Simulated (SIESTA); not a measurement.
Crystal: TiAl3.

```
CELL_PARAMETERS angstrom
3.95567 0.00000 0.00000
0.00000 3.95567 0.00000
0.00000 0.00000 3.95567
ATOMIC_POSITIONS crystal
Ti 0.00000 0.00000 0.00000
Al 0.00000 0.50000 0.50000
Al 0.50000 0.00000 0.50000
Al 0.50000 0.50000 0.00000
```

The cell comes from a database or a generator and needn't be the stable form of this composition.

- Program: SIESTA 5.4.2
- Task: single point
- Functional: PBEsol
- Potentials or basis: PseudoDojo 0.4 standard (PBEsol files)
- Basis: DZP (energy shift 0.003 Ry; two zetas on semicore shells)
- Grid cutoff: 800 Ry
- Energy shift: 0.003 Ry
- k mesh: 7 × 7 × 7
- Occupations: fermi-dirac, width 0.05 eV
- Spin: no spin polarisation

On this cell: pressure -0.1 GPa; largest force zero by symmetry; band gap on the k mesh none (metal or under the smearing width).

The same run follows on a disturbed copy (atoms moved at random, drawn with an rms of 0.05 Å):

```
CELL_PARAMETERS angstrom
3.95567 0.00000 0.00000
0.00000 3.95567 0.00000
0.00000 0.00000 3.95567
ATOMIC_POSITIONS crystal
Ti 0.99975 0.98702 0.00469
Al 0.00111 0.50747 0.50938
Al 0.50916 0.98950 0.50581
Al 0.50539 0.50594 0.99889
```

Problem. What changes?

Solution. The energy (extrapolated to zero smearing) moves by +13.2 meV/atom; pressure 0.3 GPa; largest force 0.746 eV/Å; band gap on the k mesh none (metal or under the smearing width).

Forces on the atoms (eV/Å):
```
Ti   0.268  0.691  0.080
Al   0.150 -0.579 -0.217
Al  -0.269  0.417 -0.104
Al  -0.150 -0.530  0.241
```

Caveats: the basis of atomic orbitals isn't converged, which shifts pressures, moduli and gaps.
